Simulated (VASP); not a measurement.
# P (P2/m) in VASP: notebook

Runs on P. Level: PBE. Tasks: single point.

All numbers are computed with VASP 6.6.1; they aren't measurements. Logs are shortened: lines on timing, memory, paths and dates and some standing lists are left out, and cuts for length are marked.

## 1. Starting point

Symmetry: P2/m, No. 10, monoclinic system. Conventional cell: a = 2.425 Å, b = 2.439 Å, c = 4.852 Å, α = 90.00°, β = 90.24°, γ = 90.00°. Around P (site symmetry m) lie 6 P at 2.42 to 2.44 Å.

This isn't the form of P at room conditions, which is orthorhombic.

## 2. Single point, PBE

Contents of INCAR:

```
PREC = Accurate
ENCUT = 460
EDIFF = 1E-6
ISMEAR = 0
SIGMA = 0.1
LREAL = False
LASPH = True
NELM = 100
ALGO = Normal
ISIF = 2
LWAVE = False
LCHARG = False
GGA = PE
ADDGRID = False
```

Contents of KPOINTS:

```
regular mesh
0
Gamma
  20 20 10
```

Contents of POSCAR:

```
P
1.0
    2.4246941115      0.0000000000      0.0000000000
    0.0000000000      2.4385351442      0.0000000000
   -0.0203144631      0.0000000000      4.8524328982
P
2
Direct
   -0.0009640000     -0.0137570000      0.7520410000
    1.0088450000      0.0001830000      0.2407300000
```

Potentials or basis: VASP PAW PBE potentials, release 64 (P).

Started as:

```
cat potpaw_PBE.64/P/POTCAR > POTCAR
mpirun -np 1 vasp_std > vasp.out
```

OUTCAR:

```text
PREC = Accurate
   ENCUT = 460
   EDIFF = 1E-6
   ISMEAR = 0
   LREAL = False
   LASPH = True
   NELM = 100
   ISIF = 2
   GGA = PE

 Found   2004 irreducible k-points:

 Following reciprocal coordinates:
            Coordinates               Weight
  0.000000  0.000000  0.000000      1.000000
  0.050000  0.000000 -0.000000      2.000000
  0.100000  0.000000 -0.000000      2.000000
  0.150000  0.000000 -0.000000      2.000000
  0.200000  0.000000 -0.000000      2.000000
  0.250000  0.000000 -0.000000      2.000000
   k-points           NKPTS =   2004   k-points in BZ     NKDIM =   2004   number of bands    NBANDS=      9
   number of dos      NEDOS =    301   number of ions     NIONS =      2
   total plane-waves  NPLWV =  11664
   dimension x,y,z NGX =    18 NGY =   18 NGZ =   36
   dimension x,y,z NGXF=    36 NGYF=   36 NGZF=   72
   ions per type =               2
   NGX,Y,Z   is equivalent  to a cutoff of  12.34, 12.27, 12.33 a.u.
   NGXF,Y,Z  is equivalent  to a cutoff of  24.68, 24.54, 24.67 a.u.
 SYSTEM =  unknown system
   PREC   = accura    normal or accurate (medium, high low for compatibility)
   ISTART =      0    job   : 0-new  1-cont  2-samecut
   ICHARG =      2    charge: 1-file 2-atom 10-const
   ISPIN  =      1    spin polarized calculation?
   LNONCOLLINEAR =      F non collinear calculations
   LSORBIT =      F    spin-orbit coupling
   LASPH  =      T    aspherical Exc in radial PAW
   ENCUT  =  460.0 eV  33.81 Ry    5.81 a.u.   4.24  4.26  8.49*2*pi/ulx,y,z
   NELM   =    100;   NELMIN=  2; NELMDL= -5     # of ELM steps
   EDIFF  = 0.1E-05   stopping-criterion for ELM
   LREAL  =      F    real-space projection
   EDIFFG = 0.1E-04   stopping-criterion for IOM
   NSW    =      0    number of steps for IOM
   IBRION =     -1    ionic relax: 0-MD 1-quasi-New 2-CG
   NFREE  =      0    steps in history (QN), initial steepest desc. (CG)
   ISIF   =      2    stress and relaxation
   ISYM   =      2    0-nonsym 1-usesym 2-fastsym
   POTIM  = 0.5000    time-step for ionic-motion
   TEBEG  =    0.0;   TEEND  =   0.0 temperature during run
   PSTRESS=    0.0 pullay stress
   NELECT =      10.0000    total number of electrons
   NUPDOWN=      -1.0000    fix difference up-down
   EMIN   =  10.00;   EMAX   =-10.00  energy-range for DOS
   EFERMI =   0.00;   METHOD = LEGACY
   ISMEAR =     0;   SIGMA  =   0.10  broadening in eV -4-tet -1-fermi 0-gaus
   EFERMI_NEDOS =   21; number of points for ismear=-14 and -15
   IALGO  =     38    algorithm
   IMIX   =      4    mixing-type and parameters
     AMIX     =   0.40;   BMIX     =  1.00
     AMIX_MAG =   1.60;   BMIX_MAG =  1.00
  volume/ion in A,a.u.               =      14.35        96.81
  Fermi-wavevector in a.u.,A,eV,Ry     =   1.152107  2.177167 18.059715  1.327352
  Thomas-Fermi vector in A             =   2.288761
   LORBIT       =      0    0 simple, 1 ext, 2 COOP (PROOUT), +10 PAW based schemes
   GGA     = PE    functional components
   LHFCALC =     F    Hartree Fock is set to
   AEXX    =    0.0000 exact exchange contribution
   IVDW    =     0    specifies the selected vdW correction
   LEPSILON=     F    determine dielectric tensor
   LRPA    =     F    only Hartree local field effects (RPA)
 non-spin polarized calculation
 Gauss-broadening in eV      SIGMA  =   0.10
  energy-cutoff  :      460.00
  volume of cell :       28.69
 maximum number of plane-waves:       658
 NGX is ok and might be reduce to    18
   NGX =  9   NGY =  9   NGZ = 17

 number of electron      10.0000000 magnetization

 Free energy of the ion-electron system (eV)
  ---------------------------------------------------
  ext. energy  EPLUGINS =         0.00000000
  ---------------------------------------------------
  free energy    TOTEN  =       -10.53516855 eV

  energy without entropy =      -10.53136697  energy(sigma->0) =      -10.53326776

 E-fermi :   9.9917     XC(G=0): -11.3421

 val. band max:        9.9909754587   @ k =  -0.2000   0.0500  -0.4000
 cond. band min:       9.9917610340   @ k =   0.4500   0.0500   0.5000
 fundamental gap:      0.0007855753
 Fermi energy:         9.9917429645

 k-point     1 :       0.0000    0.0000    0.0000
  band No.  band energies     occupation
      1      -6.8111      2.00000
      2      -2.3648      2.00000
      3       1.0668      2.00000
      4      14.7948      0.00000
      5      15.0203      0.00000
      6      15.0465      0.00000
      7      16.5873      0.00000
      8      16.6583      0.00000
      9      17.7513      0.00000

 k-point     2 :       0.0500    0.0000   -0.0000
  band No.  band energies     occupation
      1      -6.7530      2.00000
      2      -2.3064      2.00000
      3       1.1195      2.00000
      4      13.7971      0.00000
      5      14.8408      0.00000
      6      15.0764      0.00000
      7      16.6419      0.00000
      8      16.8661      0.00000
      9      17.8014      0.00000

 k-point     3 :       0.1000    0.0000   -0.0000
  band No.  band energies     occupation
      1      -6.5791      2.00000
      2      -2.1315      2.00000
      3       1.2768      2.00000
      4      11.9986      0.00000
      5      14.9762      0.00000
      6      15.1800      0.00000
      7      15.2969      0.00000
      8      16.7837      0.00000
      9      17.8984      0.00000

 k-point     4 :       0.1500    0.0000   -0.0000
  band No.  band energies     occupation
      1      -6.2906      2.00000
      2      -1.8411      2.00000
      3       1.5361      2.00000
      4      10.1886      0.00536
      5      13.6104      0.00000
      6      15.2045      0.00000
      7      15.4411      0.00000
      8      17.0071      0.00000
      9      18.1100      0.00000

 k-point     5 :       0.2000    0.0000   -0.0000
  band No.  band energies     occupation
      1      -5.8902      2.00000
      2      -1.4367      2.00000
      3       1.8923      2.00000
      4       8.4326      2.00000
      5      11.9826      0.00000
      6      15.5131      0.00000
      7      15.7464      0.00000
      8      17.2910      0.00000
      9      17.6583      0.00000

 k-point     6 :       0.2500    0.0000   -0.0000
  band No.  band energies     occupation
      1      -5.3821      2.00000
      2      -0.9210      2.00000
      3       2.3364      2.00000
      4       6.7583      2.00000
      5      10.4044      0.00000
      6      15.8785      0.00000
      7      15.8954      0.00000
      8      16.1641      0.00000
      9      17.6843      0.00000

 [... further k-points ...]

------------------------ aborting loop because EDIFF is reached ----------------------------------------

  FORCE on cell =-STRESS in cart. coord.  units (eV):
  Direction    XX          YY          ZZ          XY          YZ          ZX
  --------------------------------------------------------------------------------------
  -------------------------------------------------------------------------------------
  Total        0.5258504      0.3041577      0.5162466      0.0006777     -0.0122842      0.0320116
  in kB       29.3648159     16.9849338     28.8285176      0.0378461     -0.6859834      1.7876059
  external PRESSURE =      25.0594224 kB  Pullay stress =       0.0000000 kB

 VOLUME and BASIS-vectors are now :
 -----------------------------------------------------------------------------
  energy-cutoff  :      460.00
  volume of cell :       28.69
      direct lattice vectors                 reciprocal lattice vectors
     2.424694112  0.000000000  0.000000000     0.412423157  0.000000000  0.001726589
     0.000000000  2.438535144  0.000000000     0.000000000  0.410082259  0.000000000
    -0.020314463  0.000000000  4.852432898     0.000000000  0.000000000  0.206082190

 POSITION                                       TOTAL-FORCE (eV/Angst)
 -----------------------------------------------------------------------------------
      2.40708      2.40499      3.64923         0.039611      0.057064     -0.073532
      0.01656      0.00045      1.16813        -0.039611     -0.057064      0.073532
 -----------------------------------------------------------------------------------
    total drift:                               -0.000001      0.000000     -0.000001

  FREE ENERGIE OF THE ION-ELECTRON SYSTEM (eV)
  ---------------------------------------------------
  free  energy   TOTEN  =       -10.5351685511 eV

  energy  without entropy=      -10.5313669700  energy(sigma->0) =      -10.53326776
```

stdout:

```text
POSCAR found type information on POSCAR P
 POSCAR found :  1 types and       2 ions
 scaLAPACK will be used
 LDA part: xc-table for (Slater+PW92), standard interpolation
 POSCAR, INCAR and KPOINTS ok, starting setup
 FFT: planning ... GRIDC
 FFT: planning ... GRID_SOFT
 FFT: planning ... GRID
 WAVECAR not read
 entering main loop
```

Wall time 6.8 min (1 thread of Intel Xeon Platinum 8259CL at 2.50GHz (Skylake/Cascade Lake), shared host); peak memory 0.44 GiB.

The run converged, but some of its settings lie outside the range that counts as converged, so its numbers aren't taken as properties of the crystal.

What came out:

```
Free energy            : -10.5352 eV
Pressure               : 2.5 GPa
Largest force          : 0.101 eV/Å
Band gap on the k mesh : none (metal or under the smearing width)
```

## 3. Single point, PBE

Edit INCAR of step 2 so:

```diff
@@ -4,3 +4,3 @@
 ISMEAR = 0
-SIGMA = 0.1
+SIGMA = 0.4
 LREAL = False
```

KPOINTS is that of step 2.

Contents of POSCAR:

```
P
1.0
    2.4246941115      0.0000000000      0.0000000000
    0.0000000000      2.4385351442      0.0000000000
   -0.0203144631      0.0000000000      4.8524328982
P
2
Direct
    0.0000000300      0.0000000000      0.7494253600
    0.9999999700      0.0000000000      0.2505746400
```

Potentials or basis: VASP PAW PBE potentials, release 64 (P).

Started as:

```
cat potpaw_PBE.64/P/POTCAR > POTCAR
mpirun -np 1 vasp_std > vasp.out
```

OUTCAR:

```text
PREC = Accurate
   ENCUT = 460
   EDIFF = 1E-6
   ISMEAR = 0
   LREAL = False
   LASPH = True
   NELM = 100
   ISIF = 2
   GGA = PE

 Found   1122 irreducible k-points:

 Following reciprocal coordinates:
            Coordinates               Weight
  0.000000  0.000000  0.000000      1.000000
  0.050000  0.000000 -0.000000      2.000000
  0.100000  0.000000 -0.000000      2.000000
  0.150000  0.000000 -0.000000      2.000000
  0.200000  0.000000 -0.000000      2.000000
  0.250000  0.000000 -0.000000      2.000000
   k-points           NKPTS =   1122   k-points in BZ     NKDIM =   1122   number of bands    NBANDS=      9
   number of dos      NEDOS =    301   number of ions     NIONS =      2
   total plane-waves  NPLWV =  11664
   dimension x,y,z NGX =    18 NGY =   18 NGZ =   36
   dimension x,y,z NGXF=    36 NGYF=   36 NGZF=   72
   ions per type =               2
   NGX,Y,Z   is equivalent  to a cutoff of  12.34, 12.27, 12.33 a.u.
   NGXF,Y,Z  is equivalent  to a cutoff of  24.68, 24.54, 24.67 a.u.
 SYSTEM =  unknown system
   PREC   = accura    normal or accurate (medium, high low for compatibility)
   ISTART =      0    job   : 0-new  1-cont  2-samecut
   ICHARG =      2    charge: 1-file 2-atom 10-const
   ISPIN  =      1    spin polarized calculation?
   LNONCOLLINEAR =      F non collinear calculations
   LSORBIT =      F    spin-orbit coupling
   LASPH  =      T    aspherical Exc in radial PAW
   ENCUT  =  460.0 eV  33.81 Ry    5.81 a.u.   4.24  4.26  8.49*2*pi/ulx,y,z
   NELM   =    100;   NELMIN=  2; NELMDL= -5     # of ELM steps
   EDIFF  = 0.1E-05   stopping-criterion for ELM
   LREAL  =      F    real-space projection
   EDIFFG = 0.1E-04   stopping-criterion for IOM
   NSW    =      0    number of steps for IOM
   IBRION =     -1    ionic relax: 0-MD 1-quasi-New 2-CG
   NFREE  =      0    steps in history (QN), initial steepest desc. (CG)
   ISIF   =      2    stress and relaxation
   ISYM   =      2    0-nonsym 1-usesym 2-fastsym
   POTIM  = 0.5000    time-step for ionic-motion
   TEBEG  =    0.0;   TEEND  =   0.0 temperature during run
   PSTRESS=    0.0 pullay stress
   NELECT =      10.0000    total number of electrons
   NUPDOWN=      -1.0000    fix difference up-down
   EMIN   =  10.00;   EMAX   =-10.00  energy-range for DOS
   EFERMI =   0.00;   METHOD = LEGACY
   ISMEAR =     0;   SIGMA  =   0.40  broadening in eV -4-tet -1-fermi 0-gaus
   EFERMI_NEDOS =   21; number of points for ismear=-14 and -15
   IALGO  =     38    algorithm
   IMIX   =      4    mixing-type and parameters
     AMIX     =   0.40;   BMIX     =  1.00
     AMIX_MAG =   1.60;   BMIX_MAG =  1.00
  volume/ion in A,a.u.               =      14.35        96.81
  Fermi-wavevector in a.u.,A,eV,Ry     =   1.152107  2.177167 18.059715  1.327352
  Thomas-Fermi vector in A             =   2.288761
   LORBIT       =      0    0 simple, 1 ext, 2 COOP (PROOUT), +10 PAW based schemes
   GGA     = PE    functional components
   LHFCALC =     F    Hartree Fock is set to
   AEXX    =    0.0000 exact exchange contribution
   IVDW    =     0    specifies the selected vdW correction
   LEPSILON=     F    determine dielectric tensor
   LRPA    =     F    only Hartree local field effects (RPA)
 non-spin polarized calculation
 Gauss-broadening in eV      SIGMA  =   0.40
  energy-cutoff  :      460.00
  volume of cell :       28.69
 maximum number of plane-waves:       658
 NGX is ok and might be reduce to    18
   NGX =  9   NGY =  9   NGZ = 17

 number of electron      10.0000000 magnetization

 number of electron       9.9999996 magnetization

 Free energy of the ion-electron system (eV)
  ---------------------------------------------------
  ext. energy  EPLUGINS =         0.00000000
  ---------------------------------------------------
  free energy    TOTEN  =       -10.56465736 eV

  energy without entropy =      -10.51243545  energy(sigma->0) =      -10.53854641

 E-fermi :   9.9466     XC(G=0): -11.3441

 val. band max:        9.9465631588   @ k =   0.2500   0.0000   0.4000
 cond. band min:       9.9488964340   @ k =   0.2000   0.2500  -0.0000
 fundamental gap:      0.0023332752
 Fermi energy:         9.9465657516

 k-point     1 :       0.0000    0.0000    0.0000
  band No.  band energies     occupation
      1      -6.7956      2.00000
      2      -2.3681      2.00000
      3       1.0612      2.00000
      4      14.8068      0.00000
      5      15.0145      0.00000
      6      15.0559      0.00000
      7      16.6074      0.00000
      8      16.6740      0.00000
      9      17.8691      0.00000

 k-point     2 :       0.0500    0.0000   -0.0000
  band No.  band energies     occupation
      1      -6.7375      2.00000
      2      -2.3098      2.00000
      3       1.1139      2.00000
      4      13.8100      0.00000
      5      14.8528      0.00000
      6      15.0677      0.00000
      7      16.6671      0.00000
      8      16.8597      0.00000
      9      17.7625      0.00000

 k-point     3 :       0.1000    0.0000   -0.0000
  band No.  band energies     occupation
      1      -6.5636      2.00000
      2      -2.1349      2.00000
      3       1.2712      2.00000
      4      12.0116      0.00000
      5      14.9901      0.00000
      6      15.2041      0.00000
      7      15.2580      0.00000
      8      16.8055      0.00000
      9      17.8857      0.00000

 k-point     4 :       0.1500    0.0000   -0.0000
  band No.  band energies     occupation
      1      -6.2750      2.00000
      2      -1.8444      2.00000
      3       1.5305      2.00000
      4      10.2016      0.36726
      5      13.6091      0.00000
      6      15.2159      0.00000
      7      15.4299      0.00000
      8      17.0306      0.00000
      9      18.0971      0.00000

 k-point     5 :       0.2000    0.0000   -0.0000
  band No.  band energies     occupation
      1      -5.8744      2.00000
      2      -1.4400      2.00000
      3       1.8869      2.00000
      4       8.4453      2.00000
      5      11.9801      0.00000
      6      15.5247      0.00000
      7      15.7380      0.00000
      8      17.3334      0.00000
      9      17.6278      0.00000

 k-point     6 :       0.2500    0.0000   -0.0000
  band No.  band energies     occupation
      1      -5.3661      2.00000
      2      -0.9242      2.00000
      3       2.3312      2.00000
      4       6.7705      2.00000
      5      10.4015      0.10776
      6      15.9072      0.00000
      7      15.9102      0.00000
      8      16.1196      0.00000
      9      17.7003      0.00000

 [... further k-points ...]

------------------------ aborting loop because EDIFF is reached ----------------------------------------

  FORCE on cell =-STRESS in cart. coord.  units (eV):
  Direction    XX          YY          ZZ          XY          YZ          ZX
  --------------------------------------------------------------------------------------
  -------------------------------------------------------------------------------------
  Total        0.4906422      0.2837157      0.4672957      0.0000000      0.0000000      0.0506540
  in kB       27.3987004     15.8434011     26.0949751      0.0000000      0.0000000      2.8286457
  external PRESSURE =      23.1123589 kB  Pullay stress =       0.0000000 kB

 VOLUME and BASIS-vectors are now :
 -----------------------------------------------------------------------------
  energy-cutoff  :      460.00
  volume of cell :       28.69
      direct lattice vectors                 reciprocal lattice vectors
     2.424694112  0.000000000  0.000000000     0.412423157  0.000000000  0.001726589
     0.000000000  2.438535144  0.000000000     0.000000000  0.410082259  0.000000000
    -0.020314463  0.000000000  4.852432898     0.000000000  0.000000000  0.206082190

 POSITION                                       TOTAL-FORCE (eV/Angst)
 -----------------------------------------------------------------------------------
     -0.01522      0.00000      3.63654         0.000144      0.000000      0.009723
      2.41960      0.00000      1.21590        -0.000144      0.000000     -0.009723
 -----------------------------------------------------------------------------------
    total drift:                               -0.000000      0.000000     -0.000000

  FREE ENERGIE OF THE ION-ELECTRON SYSTEM (eV)
  ---------------------------------------------------
  free  energy   TOTEN  =       -10.5646573630 eV

  energy  without entropy=      -10.5124354530  energy(sigma->0) =      -10.53854641
```

OSZICAR:

```text
N       E                     dE             d eps       ncg     rms          rms(c)
DAV:   1     0.173693018364E+02    0.17369E+02   -0.43433E+03 20204   0.873E+02
DAV:   2    -0.982043106016E+01   -0.27190E+02   -0.26110E+02 30488   0.114E+02
DAV:   3    -0.105553216322E+02   -0.73489E+00   -0.72141E+00 26495   0.203E+01
DAV:   4    -0.105600553696E+02   -0.47337E-02   -0.47207E-02 29380   0.162E+00
DAV:   5    -0.105600763496E+02   -0.20980E-04   -0.20973E-04 26566   0.750E-02    0.674E+00
DAV:   6    -0.105622531233E+02   -0.21768E-02   -0.10638E-03 27187   0.378E-01    0.399E+00
DAV:   7    -0.105644312511E+02   -0.21781E-02   -0.29503E-03 21980   0.633E-01    0.113E-01
DAV:   8    -0.105646318776E+02   -0.20063E-03   -0.13337E-04 25855   0.112E-01    0.273E-02
DAV:   9    -0.105646568051E+02   -0.24928E-04   -0.23414E-05 23111   0.467E-02    0.366E-03
DAV:  10    -0.105646573630E+02   -0.55790E-06   -0.48515E-07 20422   0.636E-03
   1 F= -.10564657E+02 E0= -.10538546E+02  d E =-.522219E-01
```

stdout:

```text
POSCAR found type information on POSCAR P
 POSCAR found :  1 types and       2 ions
 scaLAPACK will be used
 LDA part: xc-table for (Slater+PW92), standard interpolation
 POSCAR, INCAR and KPOINTS ok, starting setup
 FFT: planning ... GRIDC
 FFT: planning ... GRID_SOFT
 FFT: planning ... GRID
 WAVECAR not read
 entering main loop
```

It took 3.3 min on 1 thread of Intel Xeon Platinum 8259CL at 2.50GHz (Skylake/Cascade Lake), shared host; peak memory 0.3 GiB.

These settings aren't checked as converged: the numbers below hold their error.

What came out:

```yaml
Free_energy: -10.5647 eV
Pressure: 2.3 GPa
Largest_force: 0.010 eV/Å
Band_gap_on_the_k_mesh: none (metal or under the smearing width)
```
